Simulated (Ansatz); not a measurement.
CoO, 2 atoms in the cell. The structure is cubic, space group Fm-3m (No. 225). Conventional cell: a = 4.263 Å, b = 4.263 Å, c = 4.263 Å, α = 90.00°, β = 90.00°, γ = 90.00°. Co (site symmetry m-3m) is surrounded by 6 O at 2.13 Å. Around O (site symmetry m-3m) lie 6 Co at 2.13 Å. 

- Program: Ansatz 0.2.0
- Task: single point
- Functional: PBE
- Potentials or basis: all-electron LAPW, scalar-relativistic
- Cutoff: 360 eV (chosen from the basis error)
- Basis error allowed: 0.001 eV/atom
- k mesh: 11 × 11 × 11
- Occupations: gaussian, width 0.012 eV
- Spin: collinear spin, ferromagnetic start
- Starting moments: [2.0, 0.0] μB

Potentials or basis: all-electron LAPW, scalar-relativistic.

Command:

```bash
$ ansatz run input.yaml --threads 2 --pin off --max-ram 6144MiB --backend cpu --events-out ev --progress --plain --runs-dir out
```

Hardware: 2 threads of Arm Neoverse V2 (shared host).

Task: Estimate the wall time of this run.

Result: Run time: 13 s on 2 threads of Arm Neoverse V2, on a shared host, peak memory 0.43 GiB. Counts: scf iterations 12, plane waves 307, k points 56, bands 18.
